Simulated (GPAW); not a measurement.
Runs of GPAW 26.7.0 on Ag. The structure is cubic, space group Im-3m (No. 229). The conventional cell has a = 3.311 Å, b = 3.311 Å, c = 3.311 Å, α = 90.00°, β = 90.00°, γ = 90.00°. Ag (site symmetry m-3m) has 8 Ag at 2.87 Å as nearest neighbours. This isn't the form of Ag at room conditions, which is fcc.

```tsv
level	potentials or basis	eigensolver	gap on the mesh (eV)	pressure (GPa)
r2SCAN	GPAW PAW data sets (gpaw-data 1.2.1), pw	-	none	-3.4
vdW-DF-cx	GPAW PAW data sets (gpaw-data 1.2.1), pw	-	none	-
PBEsol	PAW data sets generated in the run's folder for this functional, pw	-	none	-7.3
revPBE	the program's PAW data sets (release 1.2.1) made for this functional, pw	-	none	1.9
BLYP	PAW data sets generated in the run's folder for this functional, pw	davidson	none	(a)
```

Alike in all rows: task single point; no spin polarisation; cell as given; k mesh 11 × 11 × 11; cutoff (eV) 600; smearing fermi-dirac 0.05 eV.

Q: Fill in the values left out.

A: (a) 5.6.

Caveats: the PAW data sets were made with another functional, which shifts forces and pressure a little (some runs).

A k mesh can miss the band edges, and the runs leave out spin-orbit coupling on Ag.

A gap of «none» marks a metal or a gap under the smearing width.
